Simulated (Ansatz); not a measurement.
Input and command of a calculation in Ansatz (plane waves; scalar-relativistic PAW potentials unless the input names others):

```yaml
crystal:
  lattice:
    - [2.5692408772, 0.0, 0.0]
    - [-1.2846204386, 2.2250278681, 0.0]
    - [0.0, 0.0, 3.9358552366]
  atoms:
    - { symbol: C, position: [0.3333333333, 0.6666666667, 0.0628016598] }
    - { symbol: C, position: [0.6666666667, 0.3333333333, 0.5628016598] }
    - { symbol: C, position: [0.3333333333, 0.6666666667, 0.4371983402] }
    - { symbol: C, position: [0.6666666667, 0.3333333333, 0.9371983402] }
basis:
  ecutwfc: 420
  xc_grid: 2
kpoints:
  mp_grid: { grid: [12, 12, 6] }
hamiltonian:
  xc: pbesol
scf:
  occupations: { method: gaussian, width: 0.05 }
output:
  forces: true
  eigenvalues: true
  stress: true
```

```bash
ansatz run input.yaml --threads 1 --pin off --max-ram 2560MiB --backend cpu --events-out ev --progress --plain --runs-dir out
```

Abridged log:
```
Basis set: ecut = 420 eV, 439 PW (Γ), exchange–correlation on 36×36×54 points (8 copies of the dense FFT grid, shifted against one another)
Bands: 12, of which v1, the nominal top of the filled ones, is band 8 counted from 1 (7 counted from 0)
Symmetry: 24 space group operations
k-points: 76 of 864
SCF iter   1: F=—  HF=-986.132250 eV  |F-HF|=—  |Δ(HF+E_count)|=         —  Δρ=7.50e-3  dr2=8.69e-3  ethr=1.77e-3  ⟨swp⟩=5.6  Hψ=5267  notcnv=0
SCF iter   2: F=—  HF=-986.129121 eV  |F-HF|=—  |Δ(HF+E_count)|=   3.13e-3  Δρ=2.84e-3  dr2=1.06e-3  ethr=5.43e-5  ⟨swp⟩=1.9  Hψ=1972  notcnv=0
SCF iter   3: F=—  HF=-986.128835 eV  |F-HF|=—  |Δ(HF+E_count)|=   2.85e-4  Δρ=3.95e-4  dr2=8.86e-6  ethr=6.60e-6  ⟨swp⟩=2.5  Hψ=1542  notcnv=0
SCF iter   4: F=—  HF=-986.128843 eV  |F-HF|=—  |Δ(HF+E_count)|=   7.26e-6  Δρ=2.33e-5  dr2=7.33e-8  ethr=5.54e-8  ⟨swp⟩=1.4  Hψ=1067  notcnv=0
SCF iter   5: F=-986.128843 eV  HF=-986.128843 eV  |F-HF|=1.03e-11  |Δ(HF+E_count)|=   2.41e-8  Δρ=5.88e-6  dr2=2.62e-9  ethr=4.58e-10  ⟨swp⟩=2.6  Hψ=1570  notcnv=0
SCF iter   6: F=-986.128843 eV  HF=-986.128843 eV  |F-HF|=8.75e-12  |Δ(HF+E_count)|=  1.96e-10  Δρ=4.70e-7  dr2=1.29e-11  ethr=1.64e-11  ⟨swp⟩=1.1  Hψ=2758  notcnv=0
SCF 1 converged in 6 iterations: F = -986.128843 eV  dr2 = 1.29e-11
SCF converged after 6 iterations
Free energy (F): -986.128843 eV
Harris-Foulkes:  -986.128843 eV  (|F-HF|=8.75e-12)
Internal energy: -986.128843 eV  (E = F + TS)
E sigma→0 (E₀):  -986.128843 eV
Fermi energy:    15.433056 eV
--- Forces (eV/Å), atoms counted from 1 ---
  atom   1  C      0.00000000     0.00000000    -0.54191935
  atom   2  C      0.00000000     0.00000000    -0.54191935
  atom   3  C      0.00000000     0.00000000     0.54191935
  atom   4  C      0.00000000     0.00000000     0.54191935
--- Stress (GPa, compression-positive) ---
      -34.177878       0.000000       0.000000
        0.000000     -34.177878       0.000000
        0.000000       0.000000      83.545882
  P = ⅓ Tr σ = 5.0634 GPa (50.634 kbar)
```

Apart from outputs and empty bands, the input differs from a reference run on usual settings in basis.xc_grid: not typed → 2. The reference, at the same geometry (not necessarily relaxed), gave pressure 5.06 GPa, largest force 0.542 eV/Å, gap on the mesh 3.04 eV. This run converged in 6 SCF iterations (reference: 6) with an energy at zero smearing within 0.01 meV/atom of the reference's, pressure 5.06 GPa, largest force 0.542 eV/Å, gap on the mesh 3.04 eV.

The run took 1.4 s on 1 thread of Intel(R) Xeon(R) Platinum 8259CL CPU @ 2.50GHz (Skylake/Cascade Lake), on a shared host, peak memory 0.34 GiB.